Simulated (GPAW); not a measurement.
Runs of GPAW 26.7.0 on MnO. It takes space group F-43m (No. 216, cubic). The conventional cell has a = 4.873 Å, b = 4.873 Å, c = 4.873 Å, α = 90.00°, β = 90.00°, γ = 90.00°. Mn (site symmetry -43m) is surrounded by 4 O at 2.11 Å. Around O (site symmetry -43m) lie 4 Mn at 2.11 Å. Measurements of this composition are mostly on another form, of space group No. 225.

```tsv
task	level	potentials or basis	U	fixed moment (μB)	cell	k mesh	cutoff (eV)	smearing	maxiter	lines	response ecut	response k mesh	response bands	mesh quality	gap on the mesh (eV)	pressure (GPa)	moment (μB)
single point	PBEsol+U	PAW data sets generated in the run's folder for this functional, pw	Mn d U = 6 eV	4.0	F-43m, 14.46 Å³/atom	7 × 7 × 7	800	gaussian 0.05 eV	150	-	-	-	-	not flagged	-	-7.6	4.00
magnons	LDA	the program's PAW data sets (release 1.2.1) made for this functional, pw	-	-	F-43m, 15.04 Å³/atom	8 × 8 × 8	600	fermi-dirac 0.05 eV	150	2	150 eV	6 × 6 × 6	29	coarse	none	-	(a)
single point	LDA	the program's PAW data sets (release 1.2.1) made for this functional, pw	-	-	F-43m, 14.46 Å³/atom	8 × 8 × 8	600	fermi-dirac 0.05 eV	120	-	-	-	-	not flagged	none	(b)	4.96
magnons	LDA	the program's PAW data sets (release 1.2.1) made for this functional, pw	-	-	F-43m, 15.33 Å³/atom	8 × 8 × 8	600	fermi-dirac 0.05 eV	150	2	150 eV	6 × 6 × 6	29	coarse	none	-	5.00
single point	PBEsol+U	PAW data sets generated in the run's folder for this functional, pw	Mn d U = 5 eV	1.0	F-43m, 14.46 Å³/atom	7 × 7 × 7	800	gaussian 0.05 eV	150	-	-	-	-	not flagged	-	-24.7	1.00
```

Alike in all rows: spin collinear, ferromagnetic start.

Task: Estimate the missing entries.

Result: (a) 4.99; (b) -16.0.

Caveats: some runs use coarse meshes; a cell with one magnetic atom can't hold antiferromagnetic order, which such compounds often take; semilocal functionals often make such compounds metallic where correlation or magnetic order opens a gap, which also shifts bond lengths (some runs); the total moment is fixed, so each spin has its own Fermi level (some runs); the number of bands moves the energies at small q by some ten meV (some runs); the exchange constants hang on this mesh and on the site radius (some runs); magnon energies are noisy on this mesh (some runs); the cutoff is short for stress and forces, so pressures can be off by a GPa or more (some runs).

A gap of «none» marks a metal or a gap under the smearing width.

Runs at the PBE level aren't shown here.
